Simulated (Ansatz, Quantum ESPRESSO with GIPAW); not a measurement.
# 17O and 177Hf NMR of HfO2, calculated

The task is to compute the NMR parameters of HfO2 site by site.

Calculated with Quantum ESPRESSO with GIPAW 8.0dev (patched build); DFT, PBEsol, plane-wave PAW (pslibrary 1.0.0 recipes), scalar-relativistic, GIPAW; a patched development version of the program.

## Step 1: The starting structure

Symmetry: Pca2_1, No. 29, orthorhombic system. The conventional cell has a = 5.219 Å, b = 5.005 Å, c = 5.033 Å, α = 90.00°, β = 90.00°, γ = 90.00°. Nearest to Hf lie 7 O at 2.02 to 2.27 Å. O has 3 Hf at 2.02 to 2.13 Å nearest. O has 4 Hf at 2.10 to 2.27 Å nearest. Farther neighbours and most contacts between anions are not listed.

The cell is a computed entry of the Materials Project; it need not be the form that is stable at ambient conditions.

This structure had its atoms relaxed beforehand (DFT, PBEsol, plane-wave PAW (pslibrary 1.0.0 recipes), Quantum ESPRESSO with GIPAW), starting from the database entry, since shieldings follow bond lengths closely.

## Step 2: Ground state

GIPAW is a response on top of the ground state, so the wavefunctions come first. Their errors pass straight into the induced current, hence the tight threshold. No empty states are asked for: the response is solved without them. The mesh has a spacing of 0.32 Å⁻¹ at most. The PAW files were made with ld1.x from the pslibrary 1.0.0 recipes, with GIPAW reconstruction switched on.

scf.in

```
&control
  calculation = 'scf'
  prefix = 'x'
  outdir = './tmp/'
  pseudo_dir = './'
/
&system
  ibrav = 0
  nat = 12
  ntyp = 2
  ecutwfc = 55
  ecutrho = 330
  nbnd = 48
/
&electrons
  conv_thr = 1.0d-10
  mixing_beta = 0.7
  electron_maxstep = 100
/
ATOMIC_SPECIES
  Hf 178.490 Hf.pbesol-spn-kjpaw_psl.1.0.0-gipaw.UPF
  O 15.999 O.pbesol-n-kjpaw_psl.1.0.0-gipaw.UPF
CELL_PARAMETERS angstrom
  5.21946336 0.00000000 0.00000000
  0.00000000 5.00476369 0.00000000
  0.00000000 0.00000000 5.03268505
ATOMIC_POSITIONS crystal
  Hf 0.96679280 0.73388598 0.73866296
  Hf 0.53320720 0.73388598 0.23866296
  Hf 0.46679280 0.26611402 0.73866296
  Hf 0.03320720 0.26611402 0.23866296
  O 0.63577629 0.93422044 0.88444154
  O 0.86422371 0.93422044 0.38444154
  O 0.22739968 0.53519708 0.48989550
  O 0.27260032 0.53519708 0.98989550
  O 0.77260032 0.46480292 0.98989550
  O 0.72739968 0.46480292 0.48989550
  O 0.13577629 0.06577956 0.88444154
  O 0.36422371 0.06577956 0.38444154
K_POINTS automatic
  4 4 4 1 1 1
```

Started as:

```console
mpirun -np 4 pw.x -nk 4 -in scf.in > scf.out
```

Output:

```text
using ibrav=0 with symmetry is DISCOURAGED, use correct ibrav instead

     bravais-lattice index     =            0
     lattice parameter (alat)  =       9.8634  a.u.
     unit-cell volume          =     887.1678 (a.u.)^3
     number of atoms/cell      =           12
     number of atomic types    =            2
     number of electrons       =        96.00
     number of Kohn-Sham states=           48
     kinetic-energy cutoff     =      55.0000  Ry
     charge density cutoff     =     330.0000  Ry
     scf convergence threshold =      1.0E-10
     mixing beta               =       0.7000
     number of iterations used =            8  plain     mixing
     Exchange-correlation= SLA-PW-PSX-PSC
                           (   1   4  10   8   0   0   0)
[...]
Hf               12.00   178.49000     Hf( 1.00)
     O                 6.00    15.99900     O ( 1.00)

      4 Sym. Ops. (no inversion) found ( 3 have fractional translation)
[...]
number of k points=     8
[...]
Dense  grid:    89905 G-vectors     FFT dimensions: (  60,  60,  60)

     Smooth grid:    48931 G-vectors     FFT dimensions: (  48,  45,  48)

     Initial potential from superposition of free atoms

     starting charge      95.9929, renormalised to      96.0000
     Starting wfcs are   72 randomized atomic wfcs

     Self-consistent Calculation

     iteration #  1     ecut=    55.00 Ry     beta= 0.70
     Davidson diagonalization with overlap
     ethr =  1.00E-02,  avg # of iterations =  1.0

     total energy              =   -3077.47115679 Ry
     estimated scf accuracy    <       4.23160503 Ry

     iteration #  2     ecut=    55.00 Ry     beta= 0.70
     Davidson diagonalization with overlap
     ethr =  4.41E-03,  avg # of iterations =  7.2

     total energy              =   -3079.26276909 Ry
     estimated scf accuracy    <       4.83737292 Ry

     iteration #  3     ecut=    55.00 Ry     beta= 0.70
     Davidson diagonalization with overlap
     ethr =  4.41E-03,  avg # of iterations =  2.0

     total energy              =   -3078.99394321 Ry
     estimated scf accuracy    <       0.97534488 Ry

[...]
total energy              =   -3079.93700606 Ry
[...]
iteration # 50     ecut=    55.00 Ry     beta= 0.70
     Davidson diagonalization with overlap
     ethr =  8.46E-13,  avg # of iterations =  2.6

     total energy              =   -3079.93700606 Ry
     estimated scf accuracy    <          5.9E-10 Ry

     iteration # 51     ecut=    55.00 Ry     beta= 0.70
     Davidson diagonalization with overlap
     ethr =  6.19E-13,  avg # of iterations =  5.8

     End of self-consistent calculation
     [one-electron energies left out]

!    total energy              =   -3079.93700606 Ry
     total all-electron energy =   -121793.934117 Ry
     estimated scf accuracy    <          1.6E-11 Ry

     The total energy is the sum of the following terms:
     one-electron contribution =     -97.06154221 Ry
     hartree contribution      =     113.91960532 Ry
     xc contribution           =    -224.56603626 Ry
     ewald contribution        =    -537.30626039 Ry
     one-center paw contrib.   =   -2334.92277251 Ry

     convergence has been achieved in  51 iterations
[...]
JOB DONE.
```

Run time: 98 s. Hardware: 4 MPI ranks of Arm Neoverse V2, shared host; peak memory 0.8 GiB; 6.5 min of CPU time.

It converged in 51 cycles to an estimated accuracy of 2e-11 Ry, on 8 irreducible k-points.

## Step 3: Magnetic response

A uniform field breaks periodicity, so gipaw.x applies it as a wave of small q and takes the limit. It solves for the first-order states, builds the induced current and gets the field at each nucleus by Biot–Savart; the PAW spheres add what the smooth waves miss near the nuclei. pawproj makes the reconstruction use the PAW data sets' own projectors.

nmr.in

```
&inputgipaw
  job = 'nmr'
  prefix = 'x'
  tmp_dir = './tmp/'
  restart_mode = 'from_scratch'
  verbosity = 'low'
  q_gipaw = 0.01
  spline_ps = .true.
  conv_threshold = 1.0d-11
  use_nmr_macroscopic_shape = .false.
  pawproj(1) = .true.
  pawproj(2) = .true.
/
```

Started as:

```console
mpirun -np 4 gipaw.x -in nmr.in > nmr.out
```

Output:

```text
[banner, memory and clock lines left out]
[a note of our patched build left out]

     Parallelizing q-star over 1 images

     IMPORTANT: XC functional enforced from input :
     Exchange-correlation= PBESOL
                           (   1   4  10   8   0   0   0)
     Any further DFT definition will be discarded
     Please, verify this is what you really want

[...]
projs nearly linearly dependent: l=0  n1,n2= 1, 2  s=  0.99147125
[...]
alpha_pv=    120.3099 eV

     spline_ps is .false., expect some extrapolation errors

     q-space interpolation up to    66.00 Rydberg

     GIPAW job: nmr
     NMR macroscopic correction: no
[...]
Computing the magnetic susceptibility     isolve=0    ethr=  0.1000E-10
     Starting from scratch
     k-point #    1 of     8      pool #  1    cpu time:       1.0
[...]
End of magnetic susceptibility calculation

     f-sum rule (1st term):
          -100.3369          0.0000          0.0000
             0.0000       -100.3384          0.0000
             0.0000          0.0000       -100.3447

     f-sum rule (2nd term):
            -1.8255          0.0000          0.0000
             0.0000         -1.8247          0.0000
             0.0000          0.0000         -1.8181

     f-sum rule (should be  -102.1672):
          -102.1624          0.0000          0.0000
             0.0000       -102.1631          0.0000
             0.0000          0.0000       -102.1629

[... susceptibilities left out ...]
     Contributions to the NMR chemical shifts: -------------------------------

     Macroscopic shape contribution in ppm:                    0.00
             0.0000          0.0000          0.0000
             0.0000          0.0000          0.0000
             0.0000          0.0000          0.0000

     Core contribution in ppm:

     Atom  1  Hf  pos: (  0.966793  0.703698  0.712230)  core sigma:        8991.76
     Atom  2  Hf  pos: (  0.533207  0.703698  0.230122)  core sigma:        8991.76
     Atom  3  Hf  pos: (  0.466793  0.255168  0.712230)  core sigma:        8991.76
     Atom  4  Hf  pos: (  0.033207  0.255168  0.230122)  core sigma:        8991.76
     Atom  5  O   pos: (  0.635776  0.895792  0.852792)  core sigma:         270.50
     Atom  6  O   pos: (  0.864224  0.895792  0.370684)  core sigma:         270.50
     Atom  7  O   pos: (  0.227400  0.513182  0.472365)  core sigma:         270.50
     Atom  8  O   pos: (  0.272600  0.513182  0.954472)  core sigma:         270.50
     Atom  9  O   pos: (  0.772600  0.445684  0.954472)  core sigma:         270.50
     Atom 10  O   pos: (  0.727400  0.445684  0.472365)  core sigma:         270.50
     Atom 11  O   pos: (  0.135776  0.063074  0.852792)  core sigma:         270.50
     Atom 12  O   pos: (  0.364224  0.063074  0.370684)  core sigma:         270.50

     Bare contribution in ppm:

     Atom  1  Hf  pos: (  0.966793  0.703698  0.712230)  bare sigma:          28.55
[...]
Atom  2  Hf  pos: (  0.533207  0.703698  0.230122)  bare sigma:          28.55
[...]
Atom  3  Hf  pos: (  0.466793  0.255168  0.712230)  bare sigma:          28.55
[...]
Atom  4  Hf  pos: (  0.033207  0.255168  0.230122)  bare sigma:          28.55
[...]
Atom  5  O   pos: (  0.635776  0.895792  0.852792)  bare sigma:         -39.18
[...]
Atom  6  O   pos: (  0.864224  0.895792  0.370684)  bare sigma:         -39.18
[...]
Atom  7  O   pos: (  0.227400  0.513182  0.472365)  bare sigma:         -25.41
[...]
Atom  8  O   pos: (  0.272600  0.513182  0.954472)  bare sigma:         -25.41
[...]
Atom  9  O   pos: (  0.772600  0.445684  0.954472)  bare sigma:         -25.41
[...]
Atom 10  O   pos: (  0.727400  0.445684  0.472365)  bare sigma:         -25.41
[...]
Atom 11  O   pos: (  0.135776  0.063074  0.852792)  bare sigma:         -39.18
[...]
Atom 12  O   pos: (  0.364224  0.063074  0.370684)  bare sigma:         -39.18
[...]
Diamagnetic contribution in ppm:

     Atom  1  Hf  pos: (  0.966793  0.703698  0.712230)  dia sigma:         -46.96
[...]
Atom  2  Hf  pos: (  0.533207  0.703698  0.230122)  dia sigma:         -46.96
[...]
Atom  3  Hf  pos: (  0.466793  0.255168  0.712230)  dia sigma:         -46.96
[...]
Atom  4  Hf  pos: (  0.033207  0.255168  0.230122)  dia sigma:         -46.96
[...]
Atom  5  O   pos: (  0.635776  0.895792  0.852792)  dia sigma:          17.75
[...]
Atom  6  O   pos: (  0.864224  0.895792  0.370684)  dia sigma:          17.75
[...]
Atom  7  O   pos: (  0.227400  0.513182  0.472365)  dia sigma:          17.79
[...]
Atom  8  O   pos: (  0.272600  0.513182  0.954472)  dia sigma:          17.79
[...]
Atom  9  O   pos: (  0.772600  0.445684  0.954472)  dia sigma:          17.79
[...]
Atom 10  O   pos: (  0.727400  0.445684  0.472365)  dia sigma:          17.79
[...]
Atom 11  O   pos: (  0.135776  0.063074  0.852792)  dia sigma:          17.75
[...]
Atom 12  O   pos: (  0.364224  0.063074  0.370684)  dia sigma:          17.75
[...]
Paramagnetic contribution in ppm:

     Atom  1  Hf  pos: (  0.966793  0.703698  0.712230)  para sigma:       -6863.00
[...]
Atom  2  Hf  pos: (  0.533207  0.703698  0.230122)  para sigma:       -6863.00
[...]
Atom  3  Hf  pos: (  0.466793  0.255168  0.712230)  para sigma:       -6863.00
[...]
Atom  4  Hf  pos: (  0.033207  0.255168  0.230122)  para sigma:       -6863.00
[...]
Atom  5  O   pos: (  0.635776  0.895792  0.852792)  para sigma:        -160.44
[...]
Atom  6  O   pos: (  0.864224  0.895792  0.370684)  para sigma:        -160.44
[...]
Atom  7  O   pos: (  0.227400  0.513182  0.472365)  para sigma:        -127.13
[...]
Atom  8  O   pos: (  0.272600  0.513182  0.954472)  para sigma:        -127.13
[...]
Atom  9  O   pos: (  0.772600  0.445684  0.954472)  para sigma:        -127.13
[...]
Atom 10  O   pos: (  0.727400  0.445684  0.472365)  para sigma:        -127.13
[...]
Atom 11  O   pos: (  0.135776  0.063074  0.852792)  para sigma:        -160.44
[...]
Atom 12  O   pos: (  0.364224  0.063074  0.370684)  para sigma:        -160.44
[...]
Paramagnetic US occ-occ contribution in ppm:

     Atom  1  Hf  pos: (  0.966793  0.703698  0.712230)  para_oo sigma:         -24.16
[...]
Atom  2  Hf  pos: (  0.533207  0.703698  0.230122)  para_oo sigma:         -24.16
[...]
Atom  3  Hf  pos: (  0.466793  0.255168  0.712230)  para_oo sigma:         -24.16
[...]
Atom  4  Hf  pos: (  0.033207  0.255168  0.230122)  para_oo sigma:         -24.16
[...]
Atom  5  O   pos: (  0.635776  0.895792  0.852792)  para_oo sigma:          -0.13
[...]
Atom  6  O   pos: (  0.864224  0.895792  0.370684)  para_oo sigma:          -0.13
[...]
Atom  7  O   pos: (  0.227400  0.513182  0.472365)  para_oo sigma:          -0.14
[...]
Atom  8  O   pos: (  0.272600  0.513182  0.954472)  para_oo sigma:          -0.14
[...]
Atom  9  O   pos: (  0.772600  0.445684  0.954472)  para_oo sigma:          -0.14
[...]
Atom 10  O   pos: (  0.727400  0.445684  0.472365)  para_oo sigma:          -0.14
[...]
Atom 11  O   pos: (  0.135776  0.063074  0.852792)  para_oo sigma:          -0.13
[...]
Atom 12  O   pos: (  0.364224  0.063074  0.370684)  para_oo sigma:          -0.13
[...]
Paramagnetic US L_R Q_R contribution in ppm:

     Atom  1  Hf  pos: (  0.966793  0.703698  0.712230)  para_lq sigma:        2839.74
[...]
Atom  2  Hf  pos: (  0.533207  0.703698  0.230122)  para_lq sigma:        2839.74
[...]
Atom  3  Hf  pos: (  0.466793  0.255168  0.712230)  para_lq sigma:        2839.74
[...]
Atom  4  Hf  pos: (  0.033207  0.255168  0.230122)  para_lq sigma:        2839.74
[...]
Atom  5  O   pos: (  0.635776  0.895792  0.852792)  para_lq sigma:        -206.83
[...]
Atom  6  O   pos: (  0.864224  0.895792  0.370684)  para_lq sigma:        -206.83
[...]
Atom  7  O   pos: (  0.227400  0.513182  0.472365)  para_lq sigma:        -206.82
[...]
Atom  8  O   pos: (  0.272600  0.513182  0.954472)  para_lq sigma:        -206.82
[...]
Atom  9  O   pos: (  0.772600  0.445684  0.954472)  para_lq sigma:        -206.82
[...]
Atom 10  O   pos: (  0.727400  0.445684  0.472365)  para_lq sigma:        -206.82
[...]
Atom 11  O   pos: (  0.135776  0.063074  0.852792)  para_lq sigma:        -206.83
[...]
Atom 12  O   pos: (  0.364224  0.063074  0.370684)  para_lq sigma:        -206.83
[...]
Total NMR chemical shifts in ppm: ---------------------------------------
     (adopting the Simpson convention for anisotropy and asymmetry)-----------

     Atom  1  Hf  pos: (  0.966793  0.703698  0.712230)  Total sigma:        4925.94
          4778.2336        188.9289       -215.7285
           158.9251       5101.5011        221.2438
          -241.2037        295.8648       4898.0789

     Hf      1    anisotropy:   -696.13    eta:    0.5184
[...]
Atom  2  Hf  pos: (  0.533207  0.703698  0.230122)  Total sigma:        4925.94
[... its tensor is left out ...]
     Atom  3  Hf  pos: (  0.466793  0.255168  0.712230)  Total sigma:        4925.94
[... its tensor is left out ...]
     Atom  4  Hf  pos: (  0.033207  0.255168  0.230122)  Total sigma:        4925.94
[... its tensor is left out ...]
     Atom  5  O   pos: (  0.635776  0.895792  0.852792)  Total sigma:        -118.33
          -126.0941        -83.0904         39.3151
           -50.0895       -113.6456        -47.1313
            20.2755        -43.2266       -115.2510

     O       5    anisotropy:    144.28    eta:    0.4510
[...]
Atom  6  O   pos: (  0.864224  0.895792  0.370684)  Total sigma:        -118.33
[... its tensor is left out ...]
     Atom  7  O   pos: (  0.227400  0.513182  0.472365)  Total sigma:         -71.20
           -94.1521          8.6392        -38.0807
            42.0118        -45.4140          0.9964
           -30.8974         14.6283        -74.0449

     O       7    anisotropy:    -84.72    eta:    0.3532
[...]
Atom  8  O   pos: (  0.272600  0.513182  0.954472)  Total sigma:         -71.20
[... its tensor is left out ...]
     Atom  9  O   pos: (  0.772600  0.445684  0.954472)  Total sigma:         -71.20
[... its tensor is left out ...]
     Atom 10  O   pos: (  0.727400  0.445684  0.472365)  Total sigma:         -71.20
[... its tensor is left out ...]
     Atom 11  O   pos: (  0.135776  0.063074  0.852792)  Total sigma:        -118.33
[... its tensor is left out ...]
     Atom 12  O   pos: (  0.364224  0.063074  0.370684)  Total sigma:        -118.33
[... its tensor is left out ...]
```

Elapsed: 8.6 min, on 4 MPI ranks; peak memory 0.46 GiB.

The f-sum rule is met to 0.0048 of 102.2 (0.005 %). Converged shieldings require that this miss be small, but a small miss does not prove them.

From the symmetric part of each tensor, with principal values σ11 ≤ σ22 ≤ σ33: σ_iso is their mean, the span is σ33 − σ11 and the skew 3(σ_iso − σ22)/span. (gipaw.x prints an anisotropy in another convention.)

| site | atom no. | atoms in cell | σ_iso (ppm) | span (ppm) | skew |
| --- | --- | --- | --- | --- | --- |
| Hf | 1 | 4 | 4926 | 816 | -0.41 |
| O(1) | 5 | 4 | -118.3 | 166.0 | 0.48 |
| O(2) | 7 | 4 | -71.2 | 94.7 | -0.58 |

The macroscopic shape term is switched off. For a spherical sample the valence susceptibility of this run would add about 5 ppm to every site, a rough estimate, since the susceptibility converges slowly and lacks part of the PAW terms. Differences within the crystal don't depend on it, but shieldings of different compounds can't be compared to better than a few ppm without it.

In this run the largest span among the lighter atoms is that of O(1) (site symmetry 1), with principal values -188.1, -144.7 and -22.1 ppm.

(Part 1 of 2 ends here.)

[Banner, clock, file and message-heading lines were taken out of the pw.x and gipaw.x logs.]

[Logs are printed without paths, hosts, clocks, repeated set-up lines and the standing remarks that a program may print on its own settings, such as how far it seeks lower states.]

[Hosts, paths, dates, database ids (printed as entryN), source tags and the programs' standing remarks are cut or masked in the printed files.]

[Where no reference line passes its bar on scatter, no shift is given, so a measured shift of this compound may stand uncompared.]
